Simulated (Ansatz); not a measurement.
Method: Ansatz, DFT PBE, scalar-relativistic, plane waves, PAW. All cells share a 420 eV cutoff and Γ-centred k meshes spaced at most about 0.3 Å⁻¹ (about 0.25 or finer for metals, 2π included). No spin polarisation.

These are static total energies at zero pressure.

Two forms of HgH3 were relaxed alike.

1.

```cif
data_structure
_symmetry_space_group_name_H-M 'P6/mmm'
_symmetry_Int_Tables_number 191
_cell_length_a 3.7080
_cell_length_b 3.7080
_cell_length_c 3.7109
_cell_angle_alpha 90.000
_cell_angle_beta 90.000
_cell_angle_gamma 120.000
_cell_volume 44.18
loop_
_atom_site_label
_atom_site_type_symbol
_atom_site_symmetry_multiplicity
_atom_site_Wyckoff_symbol
_atom_site_fract_x
_atom_site_fract_y
_atom_site_fract_z
_atom_site_occupancy
Hg1 Hg 1 a 0.00000 0.00000 0.00000 1
H1 H 2 c 0.33333 0.66667 0.00000 1
H2 H 1 b 0.00000 0.00000 0.50000 1
```

2.

```cif
data_structure
_symmetry_space_group_name_H-M 'P6_3/mmc'
_symmetry_Int_Tables_number 194
_cell_length_a 3.9375
_cell_length_b 3.9375
_cell_length_c 6.2631
_cell_angle_alpha 90.000
_cell_angle_beta 90.000
_cell_angle_gamma 120.000
_cell_volume 84.09
loop_
_atom_site_label
_atom_site_type_symbol
_atom_site_symmetry_multiplicity
_atom_site_Wyckoff_symbol
_atom_site_fract_x
_atom_site_fract_y
_atom_site_fract_z
_atom_site_occupancy
Hg1 Hg 2 d 0.66667 0.33333 0.25000 1
H1 H 6 h 0.33100 0.16550 0.75000 1
```

Task: Which form is favoured at zero pressure, and by what margin per atom?

Result: They are level within the accuracy (1 meV/atom apart, with cell 1 the lower in these runs). Cell 1 has the anti-Li3N type, space group P6/mmm (No. 191), 11.0 Å³/atom and no gap on its mesh; cell 2 has space group P6_3/mmc (No. 194), 10.5 Å³/atom and no gap. Counting H atoms around Hg (those within 1.25 times the shortest such distance or 1.15 times the sum of covalent radii; a plus sign parts nearer from farther groups), cell 1 has Hg 2+6 and cell 2 has Hg 6. Even the lower one lies +0.76 eV/atom against the reference forms of the elements (uncorrected), so neither is stable at this level. In cell 1, Hg is surrounded by 2 H at 1.86 Å and 6 H at 2.14 Å; around H on a site of symmetry -6m2 lie 3 Hg at 2.14 Å and 3 H at 2.14 Å; H on a site of symmetry 6/mmm has 2 Hg at 1.86 Å. In cell 2, around Hg lie 6 H at 1.97 Å; H is surrounded by 4 H at 1.95–1.98 Å and 2 Hg at 1.97 Å. Both come from invented guesses. The lowest form computed isn't among them: it has space group Pm-3m (No. 221), 46.0 Å³/atom and lies 0.73 eV/atom below the best shown.

For metals, differences of a few meV/atom aren't resolved. Weakly bound directions are ill-defined at this level, which has no dispersion term (P6_3/mmc), and this can change margins and order among such cells. Spin–orbit coupling, which can matter for Hg, is left out. With hydrogen, zero-point motion can shift such differences by 10 meV/atom or more. Cells relaxed within their symmetry can be saddle points. Some structure types and database cells were kept out of the candidates from the start, so a known form may be missing.
